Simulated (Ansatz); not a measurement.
Moving spin-orbit coupling in SnO2

```xyz
6
Lattice="4.7380 0.0000 0.0000 0.0000 4.7380 0.0000 0.0000 0.0000 3.1865" Properties=species:S:1:pos:R:3 pbc="T T T"
Sn    2.3690    2.3690    1.5933
Sn    0.0000    0.0000    0.0000
O     3.8240    0.9140    1.5933
O     3.2830    3.2830    0.0000
O     0.9140    3.8240    1.5933
O     1.4550    1.4550    0.0000
```

Kept alike: task band structure; functional PBEsol; k mesh 6 × 6 × 8; occupations fermi-dirac, width 0.05 eV. Program: Ansatz, Ansatz PAW, cutoff 420 eV. The mesh is that of the run's cell of 6 atoms.

| spin-orbit coupling | band gap (eV) |
| --- | --- |
| off | 1.182 |
| on | 1.188 |

Gaps are the smaller of the mesh's and the band path's. All rows use potentials made for PBE.

The band gap runs from 1.182 (off) to 1.188 eV (on). Spin-orbit coupling splits p and d bands at the edges, and the more so the heavier the atoms. Measured: 3.6 eV (pmc:6679235, doi:10.3390/ma12142315); nearest off; on, 2.412 eV off. Semilocal gaps fall short of quasiparticle gaps.
